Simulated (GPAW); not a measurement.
Crystal: Sn.

```xyz
1
Lattice="-1.8947 1.8947 1.8947 1.8947 -1.8947 1.8947 1.8947 1.8947 -1.8947" Properties=species:S:1:pos:R:3 pbc="T T T"
Sn    0.0000    0.0000    0.0000
```

This isn't the form of Sn at room conditions, which is tetragonal (white tin).

| Property | Result |
| --- | --- |
| Program | GPAW 26.7.0 |
| Task | relaxation of cell and atoms |
| Functional | PBEsol |
| Potentials or basis | PAW data sets generated in the run's folder for this functional |
| Cutoff | 600 eV |
| Basis | pw |
| k mesh | 10 × 10 × 10 |
| Occupations | fermi-dirac, width 0.05 eV |
| Spin | no spin polarisation |

At the start: pressure -2.4 GPa; volume 27.20 Å³/atom.

**Question.** How do energy, volume and symmetry change on relaxing?

**Answer.** Over 4 steps the energy falls by 11.0 meV/atom and the volume is 25.85 Å³/atom (-5.0 %); space group Im-3m (No. 229, to 0.05 Å).

The path:
```csv
step,energy change (eV),largest force (eV/Å),pressure (GPa),volume (Å³)
1,0.0000,0.0000,-2.41,27.20
2,-0.0061,0.0000,-1.66,26.73
3,-0.0110,0.0000,0.16,25.77
4,-0.0110,0.0000,-0.01,25.85
```

Final structure:
```cif
data_structure
_symmetry_space_group_name_H-M 'P 1'
_symmetry_Int_Tables_number 1
_cell_length_a 3.2263
_cell_length_b 3.2263
_cell_length_c 3.2263
_cell_angle_alpha 109.471
_cell_angle_beta 109.471
_cell_angle_gamma 109.471
_cell_volume 25.85
loop_
_atom_site_label
_atom_site_type_symbol
_atom_site_fract_x
_atom_site_fract_y
_atom_site_fract_z
_atom_site_occupancy
Sn1 Sn 0.00000 0.00000 0.00000 1
```

Caveat: later steps reuse the first step's grids.
